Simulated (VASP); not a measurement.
Write the native input for VASP 6.6.1 that does the following.

* Task: single point
* Functional: PBE
* Potentials or basis: VASP PAW PBE potentials, release 64 (Ti_sv, O)
* Cutoff: 520 eV
* k mesh: 6 × 6 × 9
* Occupations: gaussian, width 0.013 eV
* Spin: no spin polarisation
* Further INCAR settings: ALGO = Normal; EDIFF = 1e-06

The structure of TiO2 lies in POSCAR:

```
TiO2
1.0
    4.5998373239      0.0000000000      0.0000000000
    0.0000000000      4.5998373239      0.0000000000
    0.0000000000      0.0000000000      2.9592135600
Ti O
2 4
Direct
    0.0000000000      0.0000000000      0.5000000000
    0.5000000000      0.5000000000      0.0000000000
    0.3043213200      0.3043213200      0.5000000000
    0.1956786800      0.8043213200      0.0000000000
    0.8043213200      0.1956786800      0.0000000000
    0.6956786800      0.6956786800      0.5000000000
```

The cell is a database's computed one.

These files were run (other wordings do the same):

INCAR

```
ALGO = Normal ; EDIFF = 1E-6
ENCUT = 520 ; GGA = PE
ISIF = 2 ; ISMEAR = 0
LASPH = T ; LCHARG = F
LREAL = F ; LWAVE = F
NELM = 60 ; PREC = Accurate
SIGMA = 0.013000000000000001
```

KPOINTS

```
k-points
0
Gamma
  6 6 9
```

Potentials or basis: VASP PAW PBE potentials, release 64 (Ti_sv, O).

Launch:

```sh
$ cat potpaw_PBE.64/Ti_sv/POTCAR potpaw_PBE.64/O/POTCAR > POTCAR
$ mpirun -np 1 vasp_std > vasp.out
```

Results of the run:

```json
{"Pressure": "4.9 GPa", "Largest force": "0.021 eV/Å", "Band gap on the k mesh": "1.84 eV, direct"}
```

Caveat: an odd mesh through Γ misses points on the zone boundary, where band edges often lie.

It took 40 s on 1 thread of Intel(R) Xeon(R) Platinum 8559C (Emerald Rapids) (shared host), peak memory 0.22 GiB.
